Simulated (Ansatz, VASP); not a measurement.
**Sb: VASP beside Ansatz**

```
Sb
1.0
     3.18720    0.00000    0.00000
     0.00000    3.18720    0.00000
     0.00000    0.00000    3.18720
Sb
1
Direct
  0.00000 0.00000 0.00000
```

Alike in both runs: task single point; functional r2SCAN; k mesh 14 × 14 × 14; occupations gaussian, width 0.1 eV; no spin polarisation.

|  | VASP | Ansatz |
| --- | --- | --- |
| version | VASP 6.6.1 | Ansatz 0.2.0 |
| potentials or method | VASP PAW PBE potentials, release 64 (Sb) | scalar-relativistic, plane waves, PAW |
| plane-wave cutoff (eV) | 520 | 500 |
| valence electrons in the cell | 5 | 15 |

|  | VASP | Ansatz | Ansatz less VASP |
| --- | --- | --- | --- |
| gap on the k mesh at the Fermi level (eV) | none | none | - |
| pressure (GPa) | -4.6 | -4.6 | +0.03 |

A gap of «none» marks a metal or a gap that the smearing closes. The two sets of potentials don't hold the same shells in valence.

Caveats: the PAW data sets were made with another functional, which shifts forces and pressure a little (VASP). Spin-orbit coupling is left out, which matters for the levels of Sb.
